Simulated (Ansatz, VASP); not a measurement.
# GaH6: VASP beside Ansatz

```
CELL_PARAMETERS angstrom
-2.12253 2.12253 2.12253
2.12253 -2.12253 2.12253
2.12253 2.12253 -2.12253
ATOMIC_POSITIONS crystal
Ga 0.00000 0.00000 0.00000
H 0.50000 0.75000 0.25000
H 0.50000 0.25000 0.75000
H 0.25000 0.50000 0.75000
H 0.75000 0.50000 0.25000
H 0.75000 0.25000 0.50000
H 0.25000 0.75000 0.50000
```

Alike in both runs: task relaxation of cell and atoms; functional PBE; k mesh 12 × 12 × 12; occupations gaussian, width 0.1 eV; no spin polarisation.

|  | VASP | Ansatz |
| --- | --- | --- |
| version | VASP 6.6.1 | Ansatz 0.2.0 |
| potentials or method | VASP PAW PBE potentials, release 64 (Ga_d, H) | scalar-relativistic, plane waves, PAW |
| plane-wave cutoff (eV) | 600 | 420 |
| valence electrons in the cell | 19 | 19 |

```tsv
	VASP	Ansatz	Ansatz less VASP
gap on the k mesh at the Fermi level, each at its own relaxed structure (eV)	none	none	-
relaxed volume (Å³/atom)	5.44	5.42	-0.023
relaxed cell length with the largest relative difference (Å)	3.671	3.666	-0.0052
```

A gap of «none» marks a metal or a gap that the smearing closes.
